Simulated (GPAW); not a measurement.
SnTe in GPAW: the effect of functional

Crystal: SnTe.

```
Te Sn
1.0
     0.00000    3.15085    3.15085
     3.15085    0.00000    3.15085
     3.15085    3.15085    0.00000
Te Sn
1 1
Direct
  0.50000 0.50000 0.50000
  0.00000 0.00000 0.00000
```

Alike in all runs:

* Program: GPAW 26.7.0
* Task: dielectric tensor
* Cutoff: 400 eV
* Basis: pw
* k mesh: 6 × 6 × 6
* Occupations: fermi-dirac, width 0.001 eV
* Spin: no spin polarisation

| functional | potentials or basis | dielectric constant (mean) |
| --- | --- | --- |
| LDA | the program's PAW data sets (release 1.2.1) made for this functional | 74.77 |
| AM05 | PAW data sets generated in the run's folder for this functional | ? |
| PBEsol | PAW data sets generated in the run's folder for this functional | 68.21 |
| PBE | GPAW PAW data sets (gpaw-data 1.2.1) | 76.45 |
| RPBE | the program's PAW data sets (release 1.2.1) made for this functional | 91.17 |
| GLLB-SC | the program's PAW data sets (release 1.2.1) made for this functional | 2904.62 |

**Question.** What does the run with functional AM05 give?

**Answer.** Dielectric constant 70.55 mean.

Caveats: the long-wavelength limit can be off by a per cent or two; a model potential gives levels but no total energy (some runs); response on these states lacks terms of the Hamiltonian (some runs).
